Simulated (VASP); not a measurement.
# ZnH (F-43m) in VASP: a series of runs, part 3 of 3

VASP 6.6.1. The steps go on from the part before.

**5. Relaxation of cell and atoms, LDA**

File INCAR:

```
SYSTEM = ZnH
ALGO     = Fast           ! electronic algorithm
EDIFF    = 1E-7           ! SCF threshold, eV
EDIFFG   = -0.01          ! ionic threshold
ENCUT    = 600            ! plane-wave cutoff, eV
IBRION   = 2              ! ionic algorithm
ISIF     = 3              ! what is computed and relaxed
ISMEAR   = -1             ! smearing method
LASPH    = .True.         ! aspherical terms in the spheres
LCHARG   = .False.        ! write CHGCAR
LREAL    = .False.        ! projectors in reciprocal space
LWAVE    = .False.        ! write WAVECAR
NELM     = 100            ! most SCF steps
NSW      = 40             ! ionic steps
PREC     = Accurate       ! precision mode
PSTRESS  = 0            
SIGMA    = 0.05           ! smearing width, eV
```

File KPOINTS:

```
k-points
0
Gamma
  10 10 10
  0 0 0
```

File POSCAR:

```
ZnH
1.0
    0.0000000000      2.3347076100      2.3347076100
    2.3347076100      0.0000000000      2.3347076100
    2.3347076100      2.3347076100      0.0000000000
Zn H
1 1
Direct
    0.0000000000      0.0000000000      0.0000000000
    0.2500000000      0.2500000000      0.2500000000
```

Potentials or basis: VASP PAW LDA potentials, release 64 (Zn, H).

Launch:

```sh
$ cat potpaw_LDA.64/Zn/POTCAR potpaw_LDA.64/H/POTCAR > POTCAR
$ mpirun -np 1 vasp_std > vasp.out
```

OUTCAR:

```text
SYSTEM = ZnH
   EDIFF = 1E-7
   EDIFFG = -0.01
   ENCUT = 600
   IBRION = 2
   ISIF = 3
   ISMEAR = -1
   LASPH = .True.
   LREAL = .False.
   NELM = 100
   NSW = 40
   PREC = Accurate
   PSTRESS = 0

 ion  position               nearest neighbor table
   1  0.000  0.000  0.000-
   2  0.250  0.250  0.250-

  LATTYP: Found a face centered cubic cell.
 ALAT       =     4.6694152200

  Lattice vectors:

 A1 = (   0.0000000000,   2.3347076100,   2.3347076100)
 A2 = (   2.3347076100,   0.0000000000,   2.3347076100)
 A3 = (   2.3347076100,   2.3347076100,   0.0000000000)

Analysis of symmetry for initial positions (statically):
=====================================================================
 Subroutine PRICEL returns:
 Original cell was already a primitive cell.

 Routine SETGRP: Setting up the symmetry group for a
 face centered cubic supercell.

 Subroutine GETGRP returns: Found 24 space group operations
 (whereof 24 operations were pure point group operations)
 out of a pool of 48 trial point group operations.

The static configuration has the point symmetry T_d .

Analysis of symmetry for dynamics (positions and initial velocities):
=====================================================================
 Subroutine PRICEL returns:
 Original cell was already a primitive cell.

 Routine SETGRP: Setting up the symmetry group for a
 face centered cubic supercell.

 Subroutine GETGRP returns: Found 24 space group operations
 (whereof 24 operations were pure point group operations)
 out of a pool of 48 trial point group operations.

The dynamic configuration has the point symmetry T_d .

 Subroutine INISYM returns: Found 24 space group operations
 (whereof 24 operations are pure point group operations),
 and found     1 'primitive' translations

----------------------------------------------------------------------------------------

                                     Primitive cell

  volume of cell :      25.4523

  direct lattice vectors                    reciprocal lattice vectors
     0.000000000  2.334707610  2.334707610    -0.214159579  0.214159579  0.214159579
     2.334707610  0.000000000  2.334707610     0.214159579 -0.214159579  0.214159579
     2.334707610  2.334707610  0.000000000     0.214159579  0.214159579 -0.214159579

  length of vectors
     3.301775166  3.301775166  3.301775166     0.370935273  0.370935273  0.370935273

  position of ions in fractional coordinates (direct lattice)
     0.000000000  0.000000000  0.000000000
     0.250000000  0.250000000  0.250000000

  ion indices of the primitive-cell ions
   primitive index   ion index
                 1           1
                 2           2

----------------------------------------------------------------------------------------

 KPOINTS: k-points

Automatic generation of k-mesh.
 Grid dimensions read from file:
 generate k-points for:   10   10   10

 Generating k-lattice:

  Cartesian coordinates                     Fractional coordinates (reciprocal lattice)
    -0.021415958  0.021415958  0.021415958     0.100000000  0.000000000  0.000000000
     0.021415958 -0.021415958  0.021415958     0.000000000  0.100000000  0.000000000
[... 44 lines left out ...]
   dimension x,y,z NGXF=    56 NGYF=   56 NGZF=   56
   ions per type =               1   1
   NGX,Y,Z   is equivalent  to a cutoff of  14.10, 14.10, 14.10 a.u.
   NGXF,Y,Z  is equivalent  to a cutoff of  28.20, 28.20, 28.20 a.u.
 SYSTEM =  ZnH
   PREC   = accura    normal or accurate (medium, high low for compatibility)
   ISTART =      0    job   : 0-new  1-cont  2-samecut
   ICHARG =      2    charge: 1-file 2-atom 10-const
   ISPIN  =      1    spin polarized calculation?
   LNONCOLLINEAR =      F non collinear calculations
   LSORBIT =      F    spin-orbit coupling
   LASPH  =      T    aspherical Exc in radial PAW
   ENCUT  =  600.0 eV  44.10 Ry    6.64 a.u.   6.59  6.59  6.59*2*pi/ulx,y,z
   NELM   =    100;   NELMIN=  2; NELMDL= -5     # of ELM steps
   EDIFF  = 0.1E-06   stopping-criterion for ELM
   LREAL  =      F    real-space projection
   EDIFFG = -.1E-01   stopping-criterion for IOM
   NSW    =     40    number of steps for IOM
   IBRION =      2    ionic relax: 0-MD 1-quasi-New 2-CG
   NFREE  =      1    steps in history (QN), initial steepest desc. (CG)
   ISIF   =      3    stress and relaxation
   ISYM   =      2    0-nonsym 1-usesym 2-fastsym
   POTIM  = 0.5000    time-step for ionic-motion
   TEBEG  =    0.0;   TEEND  =   0.0 temperature during run
   PSTRESS=    0.0 pullay stress
   NELECT =      13.0000    total number of electrons
   NUPDOWN=      -1.0000    fix difference up-down
   EMIN   =  10.00;   EMAX   =-10.00  energy-range for DOS
   EFERMI =   0.00;   METHOD = LEGACY
   ISMEAR =    -1;   SIGMA  =   0.05  broadening in eV -4-tet -1-fermi 0-gaus
   EFERMI_NEDOS =   21; number of points for ismear=-14 and -15
   IALGO  =     68    algorithm
   IMIX   =      4    mixing-type and parameters
     AMIX     =   0.40;   BMIX     =  1.00
     AMIX_MAG =   1.60;   BMIX_MAG =  1.00
  volume/ion in A,a.u.               =      12.73        85.88
  Fermi-wavevector in a.u.,A,eV,Ry     =   1.308620  2.472933 23.299780  1.712485
  Thomas-Fermi vector in A             =   2.439274
   LORBIT       =      0    0 simple, 1 ext, 2 COOP (PROOUT), +10 PAW based schemes
   GGA     = CA    functional components
   LHFCALC =     F    Hartree Fock is set to
   AEXX    =    0.0000 exact exchange contribution
   IVDW    =     0    specifies the selected vdW correction
   LEPSILON=     F    determine dielectric tensor
   LRPA    =     F    only Hartree local field effects (RPA)
 conjugate gradient relaxation of ions
 non-spin polarized calculation
 RMM-DIIS sequential band-by-band and
  energy-cutoff  :      600.00
  volume of cell :       25.45
 maximum number of plane-waves:       875
 NGX is ok and might be reduce to    28
   NGX = 13   NGY = 13   NGZ = 13

--------------------------------------- Ionic step        1  -------------------------------------------

 number of electron      12.9999989 magnetization

 Free energy of the ion-electron system (eV)
  ---------------------------------------------------
  ext. energy  EPLUGINS =         0.00000000
  ---------------------------------------------------
  free energy    TOTEN  =        -4.27538476 eV

  energy without entropy =       -4.27118788  energy(sigma->0) =       -4.27328632

------------------------ aborting loop because EDIFF is reached ----------------------------------------

  FORCE on cell =-STRESS in cart. coord.  units (eV):
  Direction    XX          YY          ZZ          XY          YZ          ZX
  --------------------------------------------------------------------------------------
  -------------------------------------------------------------------------------------
  Total       -1.5228662     -1.5228662     -1.5228662     -0.0000000      0.0000000      0.0000000
  in kB      -95.8616379    -95.8616379    -95.8616379     -0.0000000      0.0000000      0.0000000
  external PRESSURE =     -95.8616379 kB  Pullay stress =       0.0000000 kB
[... 131 lines left out ...]
--------------------------------------- Ionic step        5  -------------------------------------------

 number of electron      12.9999999 magnetization

 Free energy of the ion-electron system (eV)
  ---------------------------------------------------
  ext. energy  EPLUGINS =         0.00000000
  ---------------------------------------------------
  free energy    TOTEN  =        -4.48704600 eV

  energy without entropy =       -4.47918905  energy(sigma->0) =       -4.48311752

 E-fermi :   2.5483     XC(G=0): -11.2354

 val. band max:        2.4950565171   @ k =   0.5000   0.4000   0.0000
 cond. band min:       2.5666698177   @ k =  -0.4000   0.4000   0.2000
 fundamental gap:      0.0716133006
 Fermi energy:         2.5483031815

 k-point     1 :       0.0000    0.0000    0.0000
  band No.  band energies     occupation
      1      -9.0670      2.00000
      2      -5.3731      2.00000
      3      -5.3731      2.00000
      4      -5.3731      2.00000
      5      -5.0707      2.00000
      6      -5.0707      2.00000
      7       9.4615      0.00000
      8      16.0759      0.00000
      9      16.0759      0.00000
     10      16.0759      0.00000
[... 287 lines left out ...]
 k-point    24 :       0.4000    0.3000    0.0000
  band No.  band energies     occupation
      1      -6.5485      2.00000
      2      -5.5963      2.00000
      3      -5.1135      2.00000
      4      -5.0362      2.00000
      5      -4.9105      2.00000
      6      -4.1921      2.00000
      7       4.4856      0.00000
      8       7.2737      0.00000
      9       9.0838      0.00000
     10      10.5485      0.00000

 [... further k-points ...]
[... 5 lines left out ...]
  --------------------------------------------------------------------------------------
  -------------------------------------------------------------------------------------
  Total        0.0092746      0.0092746      0.0092746     -0.0000000     -0.0000000      0.0000000
  in kB        0.7512954      0.7512954      0.7512954     -0.0000000     -0.0000000      0.0000000
  external PRESSURE =       0.7512954 kB  Pullay stress =       0.0000000 kB
[... 17 lines left out ...]
  FREE ENERGIE OF THE ION-ELECTRON SYSTEM (eV)
  ---------------------------------------------------
  free  energy   TOTEN  =        -4.4870460024 eV

  energy  without entropy=       -4.4791890474  energy(sigma->0) =       -4.48311752

 reached required accuracy - stopping structural energy minimisation
```

It took 60 s on 1 thread of Intel Xeon Platinum 8259CL at 2.50GHz (Skylake/Cascade Lake), shared host; peak memory 0.16 GiB.

What came out:

```yaml
Free_energy: -4.4870 eV
Relaxed_volume: 9.89 Å³/atom
Relaxed_cell: a = 3.036 Å, b = 3.036 Å, c = 3.036 Å, α = 60.00°, β = 60.00°, γ = 60.00°
Space_group_after_relaxing_to_0.05_Å: F-43m (No. 216)
Energy_gained_by_relaxing: 105.8 meV/atom
Ionic_steps: 5
Pressure_after_relaxing: 0.1 GPa
Band_gap_on_the_k_mesh: none (metal or under the smearing width)
```

The path:
| step | energy change (eV) | largest force (eV/Å) | pressure (GPa) | volume (Å³) |
| --- | --- | --- | --- | --- |
| 1 | 0.0000 | 0.0000 | -9.59 | 25.45 |
| 2 | -0.1412 | 0.0000 | -6.84 | 22.75 |
| 3 | -0.2097 | 0.0000 | -1.46 | 20.22 |
| 4 | -0.2115 | 0.0000 | 0.40 | 19.66 |
| 5 | -0.2117 | 0.0000 | 0.08 | 19.78 |

Final structure:
```cif
data_structure
_symmetry_space_group_name_H-M 'P 1'
_symmetry_Int_Tables_number 1
_cell_length_a 3.0355
_cell_length_b 3.0355
_cell_length_c 3.0355
_cell_angle_alpha 60.000
_cell_angle_beta 60.000
_cell_angle_gamma 60.000
_cell_volume 19.78
loop_
_atom_site_label
_atom_site_type_symbol
_atom_site_fract_x
_atom_site_fract_y
_atom_site_fract_z
_atom_site_occupancy
Zn1 Zn 0.00000 0.00000 0.00000 1
H1 H 0.25000 0.25000 0.25000 1
```

Levels at points of the mesh, in eV from the Fermi level:
| k point | band 3 | band 4 | band 5 | band 6 | band 7 | band 8 | band 9 | band 10 |
| --- | --- | --- | --- | --- | --- | --- | --- | --- |
| (0.00, 0.00, 0.00) | -7.92 | -7.92 | -7.62 | -7.62 | 6.91 | 13.53 | 13.53 | 13.53 |
| (0.50, 0.00, 0.00) | -7.89 | -7.45 | -7.45 | -5.74 | -3.06 | 8.86 | 10.59 | 10.59 |
| (0.50, 0.50, 0.00) | -7.44 | -7.42 | -7.42 | -5.04 | -0.59 | 5.44 | 5.44 | 5.74 |

Caveat: the volume moved by over 15 % at a fixed basis, so the end points are rough.

**6. Relaxation of cell and atoms, LDA**

File INCAR:

```
ALGO = Fast ; EDIFF = 1E-7
EDIFFG = -0.01 ; ENCUT = 350
IBRION = 2 ; ISIF = 3
ISMEAR = -1 ; LASPH = True
LCHARG = False ; LREAL = False
LWAVE = False ; NELM = 100
NSW = 40 ; POTIM = 0.1
PREC = Accurate ; PSTRESS = 0
SIGMA = 0.05
```

File KPOINTS:

```
k-points
0
Gamma
  10 10 10
```

POSCAR is that of step 5.

Potentials or basis: VASP PAW LDA potentials, release 64 (Zn, H).

Launch:

```sh
$ cat potpaw_LDA.64/Zn/POTCAR potpaw_LDA.64/H/POTCAR > POTCAR
$ mpirun -np 1 vasp_std > vasp.out
```

Run time: 28 s. Hardware: 1 thread of Intel Xeon Platinum 8259CL at 2.50GHz (Skylake/Cascade Lake), shared host; peak memory 0.12 GiB.

The run converged, but some of its settings lie outside the range that counts as converged (typed here: ENCUT = 350; IBRION = 2; POTIM = 0.1), so its numbers aren't taken as properties of the crystal.

Results:

| Item | Value |
| --- | --- |
| Free energy | -4.5101 eV |
| Relaxed volume | 9.80 Å³/atom |
| Relaxed cell | a = 3.027 Å, b = 3.027 Å, c = 3.027 Å, α = 60.00°, β = 60.00°, γ = 60.00° |
| Space group after relaxing (to 0.05 Å) | F-43m (No. 216) |
| Energy gained by relaxing | 119.5 meV/atom |
| Ionic steps | 6 |
| Pressure after relaxing | 0.0 GPa |
| Band gap on the k mesh | none (metal or under the smearing width) |

Caveat: the volume moved by over 15 % at a fixed basis, so the end points are rough.

**7. The reference run**

An earlier run on the cell as given: functional PBE; potentials or basis VASP PAW PBE potentials, release 64 (Zn, H); cutoff 520 eV; k mesh 10 × 10 × 10; occupations fermi-dirac, width 0.05 eV; no spin polarisation.

* Pressure: -5.3 GPa
* Band gap on the k mesh: none (metal or under the smearing width)

**8. The runs side by side**

```tsv
task	level	potentials or basis	cell	cutoff (eV)	target pressure	gap on the mesh (eV)	pressure (GPa)
relaxation of cell and atoms	LDA	VASP PAW LDA potentials, release 64 (Zn, H)	relaxed to 10 GPa	600	10 GPa	none	10.0
relaxation of cell and atoms	LDA	VASP PAW LDA potentials, release 64 (Zn, H)	relaxed to 20 GPa	600	20 GPa	none	20.1
relaxation of cell and atoms	LDA	VASP PAW LDA potentials, release 64 (Zn, H)	relaxed to 30 GPa	600	30 GPa	none	30.0
relaxation of cell and atoms	LDA	VASP PAW LDA potentials, release 64 (Zn, H)	relaxed	600	-	none	0.1
single point	PBE	VASP PAW PBE potentials, release 64 (Zn, H)	as given	520	-	none	-5.3
```

Alike in all rows: no spin polarisation; k mesh 10 × 10 × 10; smearing fermi-dirac 0.05 eV.

Caveats: the volume moved by over 15 % at a fixed basis, so the end points are rough (some runs); the cell is relaxed towards a set pressure, so the enthalpy falls and the energy may rise (some runs).

Total energies depend on the potentials used, so only differences within one code and one set of settings carry meaning.
